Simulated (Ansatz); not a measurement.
SnS2, space group P-3m1, a conversion between chain and input file

With Ansatz's Python interface.

Input file `input.yaml`:
```yaml
crystal:
  lattice:
    - [3.639, 0.0, 0.0]
    - [-1.8195, 3.151466, 0.0]
    - [0.0, 0.0, 5.868]
  atoms:
    - { symbol: Sn, position: [0.0, 0.0, 0.0] }
    - { symbol: S, position: [0.333333, 0.666667, 0.25] }
    - { symbol: S, position: [0.666667, 0.333333, 0.75] }
kpoints:
  mp_grid: { kspacing: 0.4 }
hamiltonian:
  xc: pbesol
scf:
  occupations: { method: fixed }
output:
  stress: true
  eigenvalues: true
relax:
  f_tol: 0.02
  cell: {}
```

At the Python prompt:
```pycon
>>> import ansatz as az
>>> setup = az.Calculation.from_yaml("input.yaml")
>>> print(setup.to_python())
(
    az.Lattice.of(((3.639, 0.0, 0.0), (-1.8195, 3.151466, 0.0), (0.0, 0.0, 5.868)))
    .atom("Sn", (0.0, 0.0, 0.0))
    .atom("S", (0.333333, 0.666667, 0.25))
    .atom("S", (0.666667, 0.333333, 0.75))
    .calculation()
    .kpoints(spacing=0.4)
    .functional("pbesol")
    .occupations(method="fixed")
    .relax(force_tolerance=0.02, cell=True)
    .stress()
    .band_table(publish=True)
)
```

The input is only written out: it wasn't run, and its settings aren't tested.
